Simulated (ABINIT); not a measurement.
# As (R-3m) in ABINIT: settings compared, part 2 of 2

ABINIT 10.8.3 (patched build). The steps go on from the part before.

## Step 3: Single point, PBEsol (cell relaxed)

Contents of run.abi:

```
pp_dirpath "./"
pseudos "As.upf"

acell 3*1.0
rprim
     3.5823180986     2.0682523122     6.3293739432
    -3.5823180986     2.0682523122     6.3293739432
     0.0000000000    -4.1365046243     6.3293739432
ntypat 1
znucl 33
natom 2
typat 1 1
xcart
     0.0000000000     0.0000000000     2.3112557534
     0.0000000000     0.0000000000     7.7368255966 Angstrom
chkprim 0
chksymtnons 0
tolsym 1.0e-6

ecut 42.0

kptopt 1
ngkpt 7 7 7
nshiftk 1
shiftk 0.0 0.0 0.0

ixc -116133

nband 19
occopt 3
tsmear 0.05 eV

nstep 100
tolvrs 1.0e-10

iomode 3
prtwf 0
prtden 0
prteig 0
prtebands 0
```

Potentials or basis: PseudoDojo NC SR PBEsol v0.4.1 standard.

Launch:

```console
abinit run.abi > log 2>&1
```

Wall time 73 s (1 thread of Intel Xeon 6975P-C (Granite Rapids), shared host); peak memory 0.13 GiB.

The run converged. Its results:

```
Free energy                                           : -5765.1866 eV
Pressure                                              : 0.0 GPa
Band gap on the k mesh                                : 0.34 eV, indirect (least direct gap 0.77 eV)
Valence electrons inside the program's atomic spheres : As 12.28 (radii [1.0584] Å)
```

Levels at points of the mesh, in eV from the valence-band top:
```tsv
k point	band 11	band 12	band 13	band 14	band 15	band 16	band 17	band 18	band 19
(0.00, 0.00, 0.00)	-14.92	-5.33	-2.08	-1.87	-1.87	2.34	3.37	3.37	6.69
```

Caveat: an odd mesh through Γ misses points on the zone boundary, where band edges often lie.

## Step 4: Single point, PBEsol

Contents of run.abi:

```
pp_dirpath "./"
pseudos "As.upf"

acell 3*1.0 Angstrom
rprim
     1.8807968987     1.0858785957     3.5140619945
    -1.8807968987     1.0858785957     3.5140619945
     0.0000000000    -2.1717571915     3.5140619945
ntypat 1
znucl 33
natom 2
typat 1 1
xred
     0.2260000000     0.2260000000     0.2260000000
     0.7740000000     0.7740000000     0.7740000000

ecut 38.0

kptopt 1
ngkpt 7 7 7
nshiftk 1
shiftk 0.0 0.0 0.0

ixc -116133

nband 19
occopt 3
tsmear 0.05 eV

nstep 100
tolvrs 1.0e-10

iomode 3
prtwf 0
prtden 0
prteig 0
prtebands 0
enunit 2
```

Potentials or basis: PseudoDojo NC SR PBEsol v0.4.1 standard.

Launch:

```console
mpirun --bind-to none -np 4 abinit run.abi > log 2>&1
```

run.abo:

```text
.Version 10.8.3 of ABINIT
 Symmetries : space group R-3 m (#166); Bravais hR (rhombohedral)
================================================================================
 Values of the parameters that define the memory need of the present run
     intxc =       0    ionmov =       0      iscf =       7    lmnmax =       6
     lnmax =       6     mgfft =      45  mpssoang =       3    mqgrid =    3001
     natom =       2  nloc_mem =       1    nspden =       1   nspinor =       1
    nsppol =       1      nsym =      12    n1xccc =    2501    ntypat =       1
    occopt =       3   xclevel =       2
       mpw =        3277          nfft =       91125          nkpt =          44
================================================================================
================================================================================

--------------------------------------------------------------------------------
------------- Echo of variables that govern the present computation ------------
--------------------------------------------------------------------------------
 -outvars: echo values of preprocessed input variables --------
            acell      1.8897261259E+00  1.8897261259E+00  1.8897261259E+00 Bohr
              amu      7.49215900E+01
             ecut      3.80000000E+01 Hartree
           enunit           2
              ixc     -116133
         kptrlatt        7    0    0      0    7    0      0    0    7
          kptrlen      4.97586745E+01
            natom           2
            nband          19
[... 166 lines left out ...]
iteration_state     : {dtset: 1, }
comment             : Components of total free energy in Hartree
kinetic             :  1.52340541529604E+02
hartree             :  6.00718650444494E+01
xc                  : -4.70101963769575E+01
Ewald energy        : -1.19670765820144E+02
psp_core            :  5.94478162706042E+00
local_psp           : -1.59019978258171E+02
non_local_psp       : -1.04521396108282E+02
internal            : -2.11865148362440E+02
'-kT*entropy'       : -9.02032364606508E-05
total_energy        : -2.11865238565677E+02
total_energy_eV     : -5.76514683870754E+03
band_energy         : -2.29800758446105E+01
...

 Cartesian components of stress tensor (hartree/bohr^3)
  sigma(1 1)=  3.88154103E-05  sigma(3 2)=  1.94421531E-13
  sigma(2 2)=  3.88154112E-05  sigma(3 1)=  0.00000000E+00
  sigma(3 3)=  7.54670894E-05  sigma(2 1)=  0.00000000E+00

-Cartesian components of stress tensor (GPa)         [Pressure= -1.5014E+00 GPa]
- sigma(1 1)=  1.14198880E+00  sigma(3 2)=  5.72007892E-09
- sigma(2 2)=  1.14198882E+00  sigma(3 1)=  0.00000000E+00
- sigma(3 3)=  2.22031843E+00  sigma(2 1)=  0.00000000E+00

== END DATASET(S) ==============================================================
================================================================================

 -outvars: echo values of variables after computation  --------
            acell      1.8897261259E+00  1.8897261259E+00  1.8897261259E+00 Bohr
           etotal     -2.1186523857E+02
            fcart      1.0380660894E-18  1.4765981328E-18  6.5999616297E-03
                      -1.0380660894E-18 -1.4765981328E-18 -6.5999616297E-03
            rprim      1.8807968987E+00  1.0858785957E+00  3.5140619945E+00
                      -1.8807968987E+00  1.0858785957E+00  3.5140619945E+00
                       0.0000000000E+00 -2.1717571915E+00  3.5140619945E+00
           strten      3.8815410343E-05  3.8815411179E-05  7.5467089393E-05
                       1.9442153060E-13  0.0000000000E+00  0.0000000000E+00
           xangst     -1.6997049834E-17 -2.2600048154E-11  2.3825340323E+00
                      -5.4849166063E-17 -7.7399899131E-11  8.1596519512E+00
             xred      2.2600000000E-01  2.2600000000E-01  2.2600000000E-01
                       7.7400000000E-01  7.7400000000E-01  7.7400000000E-01
 Calculation completed.
```

Run time: 38 s. Hardware: 4 MPI ranks of Intel Xeon Platinum 8259CL at 2.50GHz (Skylake/Cascade Lake), shared host; peak memory 0.36 GiB.

What came out:

```yaml
Free_energy: -5765.1468 eV
Pressure: -1.5 GPa
Largest_force: 0.339 eV/Å
Band_gap_on_the_k_mesh: none (metal or under the smearing width)
Valence_electrons_inside_the_program's_atomic_spheres: As 12.28 (radii [1.0584] Å)
```

Forces in eV/Å, atoms in the order of the input:
```
As   0.000  0.000  0.339
As   0.000  0.000 -0.339
```

## Step 5: Single point, LDA

Contents of run.abi:

```
# Pseudopotentials
pp_dirpath "./"
pseudos "As.upf"

# Structure
acell 4.131 4.131 4.131 Angstrom
rprim
     0.4552885255     0.2628609527     0.8506564983
    -0.4552885255     0.2628609527     0.8506564983
     0.0000000000    -0.5257219055     0.8506564983
ntypat 1
znucl 33
natom 2
typat 1 1
xcart
     0.0000000000     0.0000000000     2.3825340323
     0.0000000000    -0.0000000001     8.1596519512 Angstrom

# Plane-wave basis
ecut 40.0

# k points
kptopt 1
ngkpt 7 7 7
nshiftk 1
shiftk 0.0 0.0 0.0

# Exchange and correlation
ixc 7

# Bands and occupations
nband 19
occopt 3
tsmear 0.05 eV

# SCF cycle
nstep 100
tolvrs 1.0e-10

# Output
iomode 3
prtwf 0
prtden 0
prteig 0
prtebands 0
```

Potentials or basis: PseudoDojo NC SR LDA v0.4.1 standard.

Launch:

```console
abinit run.abi > log 2>&1
```

It took 92 s on 1 thread of Arm Neoverse V2, shared host; peak memory 0.12 GiB.

It converged, with:

```
Free energy                                           : -5767.4070 eV
Pressure                                              : -1.7 GPa
Largest force                                         : 0.227 eV/Å
Band gap on the k mesh                                : none (metal or under the smearing width)
Valence electrons inside the program's atomic spheres : As 12.30 (radii [1.0584] Å)
```

Forces on the atoms (eV/Å):
```
As   0.000  0.000  0.227
As   0.000  0.000 -0.227
```

Stress tensor (GPa, compression positive):
```
-1.44  0.00  0.00
 0.00 -1.44  0.00
 0.00  0.00 -2.28
```

Levels at points of the mesh, in eV from the Fermi level:
```
           k point  band 12  band 13  band 14  band 15  band 16  band 17  band 18  band 19
(0.00, 0.00, 0.00)    -5.91    -2.45    -1.99    -1.99     1.63     2.91     2.91     6.97
```

## Step 6: Single point, PBEsol

run.abi, as its differences from that of step 5:

```diff
@@ -2,6 +2,6 @@
 pp_dirpath "./"
-pseudos "As.upf"
+pseudos "As.GGA_PBE-ansatz.xml"
 
 # Structure
-acell 4.131 4.131 4.131 Angstrom
+acell 7.8064586208 7.8064586208 7.8064586208
 rprim
@@ -19,3 +19,6 @@
 # Plane-wave basis
-ecut 40.0
+ecut 12.0
+pawecutdg 24.0
+pawxcdev 0
+pawovlp 30
 
@@ -28,3 +31,3 @@
 # Exchange and correlation
-ixc 7
+ixc -116133
 
@@ -37,3 +40,3 @@
 nstep 100
-tolvrs 1.0e-10
+tolvrs 1.0e-9
 
@@ -45 +48,2 @@
 prtebands 0
+enunit 2
```

Potentials or basis: Ansatz PAW PBE default generated set, frozen core.

Launch:

```console
abinit run.abi > log 2>&1
```

Wall time 48 s (1 thread of Arm Neoverse V1, shared host); peak memory 0.21 GiB.

It converged, with:

```
Free energy            : -6195.3222 eV
Largest force          : 0.339 eV/Å
Band gap on the k mesh : none (metal or under the smearing width)
```

Forces in eV/Å, atoms in the order of the input:
```
As   0.000  0.000  0.339
As   0.000  0.000 -0.339
```

Levels at points of the mesh, in eV from the Fermi level:
```tsv
k point	band 13	band 14	band 15	band 16	band 17	band 18
(0.00, 0.00, 0.00)	-2.48	-2.01	-2.01	1.60	2.91	2.91
```

Caveat: the cutoff is too short for stress, so the log's stress isn't used; the PAW data sets were made with another functional, which shifts forces and pressure a little; the atomic spheres overlap.

## Step 7: Overview

| task | level | potentials or basis | cell | cutoff (eV) | cell freedom (optcell) | optimiser (ionmov) | cutoff smearing ecutsm (Ha) | force stop (Ha/bohr) | fine-grid cutoff | gap on the mesh (eV) | pressure (GPa) | largest force (eV/Å) |
| --- | --- | --- | --- | --- | --- | --- | --- | --- | --- | --- | --- | --- |
| relaxation of cell and atoms | PBEsol | PseudoDojo NC SR PBEsol v0.4.1 standard | relaxed | 1143 | 2 | 2 | 0.5 | 2e-05 | - | 0.34 | 0.0 | - |
| single point | PBEsol | PseudoDojo NC SR PBEsol v0.4.1 standard | cell relaxed | 1143 | - | - | - | - | - | 0.34 | 0.0 | - |
| single point | PBEsol | PseudoDojo NC SR PBEsol v0.4.1 standard | as given | 1034 | - | - | - | - | - | none | -1.5 | 0.34 |
| single point | LDA | PseudoDojo NC SR LDA v0.4.1 standard | as given | 1088 | - | - | - | - | - | none | -1.7 | 0.23 |
| single point | PBEsol | Ansatz PAW PBE default generated set, frozen core | as given | 327 | - | - | - | - | 653.073 eV | none | - | 0.34 |

Alike in all rows: no spin polarisation; k mesh 7 × 7 × 7; smearing fermi-dirac 0.05 eV.

Caveats: an odd mesh through Γ misses points on the zone boundary, where band edges often lie (some runs); the PAW data sets were made with another functional, which shifts forces and pressure a little (some runs); the atomic spheres overlap (some runs).

Total energies depend on the potentials used, so only differences within one code and one set of settings carry meaning.
